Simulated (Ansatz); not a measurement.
Wanted: the native input for an Ansatz 0.2.0 run.

* Task: single point
* Functional: PBEsol
* Potentials or basis: all-electron LAPW, scalar-relativistic
* Cutoff: 139 eV (chosen from the basis error)
* Basis error allowed: 0.001 eV/atom
* k mesh: 9 × 9 × 7
* Occupations: fermi-dirac, width 0.05 eV
* Spin: no spin polarisation

The system is MgSi.

```
CELL_PARAMETERS angstrom
2.90839 0.00000 0.00000
0.00000 2.90839 0.00000
0.00000 0.00000 4.10343
ATOMIC_POSITIONS crystal
Si 0.50000 0.50000 0.50000
Mg 0.00000 0.00000 0.00000
```

The cell comes from a database or a generator and needn't be the stable form of this composition.

One way to write it, as run:

input.yaml

```yaml
crystal:
  lattice:
    - [2.908394, 0.0, 0.0]
    - [0.0, 2.908394, 0.0]
    - [0.0, 0.0, 4.103427]
  atoms:
    - { symbol: Si, position: [0.5, 0.5, 0.5] }
    - { symbol: Mg, position: [0.0, 0.0, 0.0] }
kpoints:
  mp_grid: { grid: [9, 9, 7] }
scf:
  occupations: { method: fermi_dirac, width: 0.05 }
hamiltonian:
  xc: pbesol
  pseudopotentials: { kind: all_electron, lapw: { basis_error: 0.001 } }
output:
  forces: true
  stress: true
  eigenvalues: true
  populations: true
```

Potentials or basis: all-electron LAPW, scalar-relativistic.

Launch:

```sh
$ ansatz run input.yaml --threads 1 --pin off --max-ram 3072MiB --backend cpu --events-out ev --progress --plain --runs-dir out
```

It gave:

* Pressure: -1.5 GPa
* Band gap on the k mesh: none (metal or under the smearing width)
* Loewdin charges: Si -1.04; Mg +1.27 e

Caveat: the atomic charges don't sum to the cell's charge.

Run time: 3.4 s on 1 thread of Arm Neoverse V2 (shared host), peak memory 0.23 GiB.
